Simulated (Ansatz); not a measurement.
Runs of Ansatz 0.2.0 on Sb. Symmetry: Im-3m, No. 229, cubic system. Conventional cell: a = 3.743 Å, b = 3.743 Å, c = 3.743 Å, α = 90.00°, β = 90.00°, γ = 90.00°. Around Sb (site symmetry m-3m) lie 8 Sb at 3.24 Å. This isn't the form of Sb at room conditions, which is rhombohedral.

```tsv
task	level	cell	k mesh	smearing	atoms under strain	gap on the mesh (eV)	pressure (GPa)	relaxed volume (Å³/atom)
single point	PBE	as given	10 × 10 × 10	gaussian 0.03 eV	-	none	3.2	-
relaxation of cell and atoms	revPBE+D3(BJ)	relaxed	10 × 10 × 10	fermi-dirac 0.05 eV	-	none	0.0	25.48
relaxation of cell and atoms	BLYP+D3(BJ)	relaxed	10 × 10 × 10	fermi-dirac 0.05 eV	-	none	0.0	(a)
elastic constants	LDA	as given	7 × 7 × 7	fermi-dirac 0.05 eV	relaxed	none	-1.8	-
single point	PBE	as given	10 × 10 × 10	gaussian 0.029 eV	-	none	3.2	-
```

Alike in all rows: potentials or basis Ansatz PAW; no spin polarisation; cutoff (eV) 420.

Problem. Estimate the missing entries.

Solution. (a) 26.89.

Caveats: the PAW data sets come from PBE, with cores solved anew for the run's functional, which leaves a small shift of forces and pressure (some runs); the plane-wave basis is chosen anew once the cell has moved, so the energies of steps on either side of that aren't comparable (some runs); pairwise dispersion overbinds metals, which lowers pressure and volume (some runs); the elastic tensor has a negative eigenvalue, so either the cell is unstable as it stands or the mesh is too thin (some runs).

A k mesh can miss the band edges, and the runs leave out spin-orbit coupling on Sb.

A gap of «none» marks a metal or a gap under the smearing width.
